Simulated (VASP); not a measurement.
Set up this calculation in VASP 6.6.1, as the native input.

```yaml
Task: single point
Functional: PBE
Potentials_or_basis: VASP PAW PBE potentials, release 64 (Pt, S)
Cutoff: 520 eV
k_mesh: 9 × 9 × 5
Occupations: gaussian, width 0.028 eV
Spin: no spin polarisation
Further_INCAR_settings: ALGO = Normal; EDIFF = 1e-06; NBANDS = 18
```

The structure of PtS2 lies in POSCAR:

```
PtS2
1.0
    3.5432000000      0.0000000000      0.0000000000
   -1.7716000000      3.0685012107      0.0000000000
    0.0000000000      0.0000000000      5.0388000000
Pt S
1 2
Direct
    0.0000000000      0.0000000000      0.0000000000
    0.6666666667      0.3333333333      0.7730000000
    0.3333333333      0.6666666667      0.2270000000
```

The input as run:

INCAR

```
SYSTEM = PtS2
PREC = Accurate
ENCUT = 520
EDIFF = 1E-6
ISMEAR = 0
SIGMA = 0.028000000000000004
LREAL = .False.
LASPH = .True.
NELM = 80
ALGO = Normal
ISIF = 2
LWAVE = .False.
LCHARG = .True.
GGA = PE
LELF = .True.
LVHAR = .True.
NBANDS = 18
```

KPOINTS

```
Automatic mesh
0
Gamma
  9 9 5
  0 0 0
```

Potentials or basis: VASP PAW PBE potentials, release 64 (Pt, S).

The run is started by

```console
$ cat potpaw_PBE.64/Pt/POTCAR potpaw_PBE.64/S/POTCAR > POTCAR
$ mpirun -np 1 vasp_std > vasp.out
```

It gave:

```
Pressure               : 11.1 GPa
Largest force          : 1.213 eV/Å
Band gap on the k mesh : 1.03 eV, indirect (least direct gap 1.08 eV)
```

Caveat: spin-orbit coupling is left out, which moves the levels of the heavy elements; an odd mesh through Γ misses points on the zone boundary, where band edges often lie; forces of over 1 eV/Å show positions far from the minimum, so gaps and moduli don't describe the material at rest.

Run time: 40 s on 1 thread of Intel(R) Xeon(R) Platinum 8259CL CPU @ 2.50GHz (Skylake/Cascade Lake), on a shared host, peak memory 0.21 GiB.
